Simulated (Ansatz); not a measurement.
The system is MgO.

```
Mg O
1.0
     2.93802    0.00000    0.00000
    -1.46901    2.54440    0.00000
     0.00000    0.00000    2.67968
Mg O
1 1
Direct
  0.00000 0.00000 0.00000
  0.33333 0.66667 0.50000
```

Measurements of this composition are mostly on another form, of space group No. 225.

```yaml
Program: Ansatz 0.2.0
Task: single point
Functional: PBE
Potentials_or_basis: all-electron LAPW, scalar-relativistic
Cutoff: 295 eV (chosen from the basis error)
Basis_error_allowed: 0.001 eV/atom
k_mesh: 10 × 10 × 10
Occupations: fermi-dirac, width 0.05 eV
Spin: no spin polarisation
```

On this cell: pressure 0.0 GPa; largest force under 0.003 eV/Å; band gap on the k mesh 3.02 eV, indirect (least direct gap 3.41 eV).

The same run follows on a disturbed copy (atoms moved at random, drawn with an rms of 0.05 Å):

```xyz
2
Lattice="2.9380 0.0000 0.0000 -1.4690 2.5444 0.0000 0.0000 0.0000 2.6797" Properties=species:S:1:pos:R:3 pbc="T T T"
Mg    0.0218    0.0077    0.0075
O     0.0333    1.6735    1.3474
```

Task: What does the disturbed cell give?

Result: The energy moves by +0.9 meV/atom; pressure 0.1 GPa; largest force 0.114 eV/Å; band gap on the k mesh 3.02 eV, indirect (least direct gap 3.41 eV).

Forces on the atoms (eV/Å):
```
Mg   0.035 -0.109  0.000
O   -0.035  0.109  0.000
```

Stress tensor (GPa, compression positive):
```
 0.04 -0.01  0.00
-0.01  0.09  0.00
 0.00  0.00  0.18
```

A k mesh can miss the band edges.

The runs don't all hold the same shells in valence.
